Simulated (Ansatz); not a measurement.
# Mg: the cost of one run

Program: Ansatz 0.2.0. Level of theory: DFT r²SCAN, scalar-relativistic, plane waves, PAW. These are calculated values, not measurements.

**1. The starting structure**

Symmetry: Im-3m, No. 229, cubic system. Conventional cell: a = 3.559 Å, b = 3.559 Å, c = 3.559 Å, α = 90.00°, β = 90.00°, γ = 90.00°. Around Mg (site symmetry m-3m) lie 8 Mg at 3.08 Å.

Structure file:

```cif
data_structure
_symmetry_space_group_name_H-M 'P 1'
_symmetry_Int_Tables_number 1
_cell_length_a 3.0819
_cell_length_b 3.0819
_cell_length_c 3.0819
_cell_angle_alpha 109.471
_cell_angle_beta 109.471
_cell_angle_gamma 109.471
_cell_volume 22.53
loop_
_atom_site_label
_atom_site_type_symbol
_atom_site_fract_x
_atom_site_fract_y
_atom_site_fract_z
_atom_site_occupancy
Mg1 Mg 0.00000 0.00000 0.00000 1
```

This cell comes from an earlier session at r²SCAN: 22.534 Å³/atom at 0.00 GPa, on a 18×18×18 mesh.

**2. Volume × 0.96**

input.yaml reads:

```yaml
crystal:
  lattice:
    - [-1.7552965221, 1.7552965221, 1.7552965221]
    - [1.7552965221, -1.7552965221, 1.7552965221]
    - [1.7552965221, 1.7552965221, -1.7552965221]
  atoms:
    - { symbol: Mg, position: [0.0, 0.0, 0.0] }
basis:
  ecutwfc: 500
  ecutrho_ratio: 4
kpoints:
  mp_grid: { grid: [18, 18, 18] }
hamiltonian:
  xc: r2scan
scf:
  occupations: { method: gaussian, width: 0.05 }
output:
  forces: true
  stress: true
  eigenvalues: true
```

Started as:

```
ansatz run input.yaml --threads 1 --pin off --max-ram 2560MiB --backend cpu --events-out ev --progress --plain --runs-dir out
```

What time and memory should one allow on 1 thread of Intel Xeon Platinum 8375C at 2.90GHz (Ice Lake), shared host?

About 5.5 s, with a peak of 0.42 GiB.
